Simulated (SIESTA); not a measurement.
Crystal: ZnS.

```
Zn S
1.0
     0.00000    2.70200    2.70200
     2.70200    0.00000    2.70200
     2.70200    2.70200    0.00000
Zn S
1 1
Cartesian
  4.0530 4.0530 4.0530
  0.0000 0.0000 0.0000
```

Base run:

```yaml
Program: SIESTA 5.4.2
Functional: PBE
Potentials_or_basis: PseudoDojo 0.4 standard (PBE files)
Basis: DZP (energy shift 0.003 Ry; two zetas on semicore shells)
Grid_cutoff: 800 Ry
Energy_shift: 0.003 Ry
k_mesh: 9 × 9 × 9
Occupations: fermi-dirac, width 0.05 eV
Spin: no spin polarisation
```

Its results: band gap on the k mesh 2.49 eV, direct; pressure 2.5 GPa.

**Question.** The run is repeated on the same cell with these changes: basis from DZP (energy shift 0.003 Ry; two zetas on semicore shells) to TZP (energy shift 0.003 Ry; two zetas on semicore shells). What comes out?

**Answer.** Band gap on the k mesh 2.38 eV, direct; pressure 2.6 GPa.

Caveats: short orbitals over semicore shells can move pressures by several GPa; the valence orbitals were made in a potential fitted to the semicore shell under them, which widens gaps by tenths of an eV or more; an odd mesh through Γ misses points on the zone boundary, where band edges often lie; the basis of atomic orbitals isn't converged, which shifts pressures, moduli and gaps.
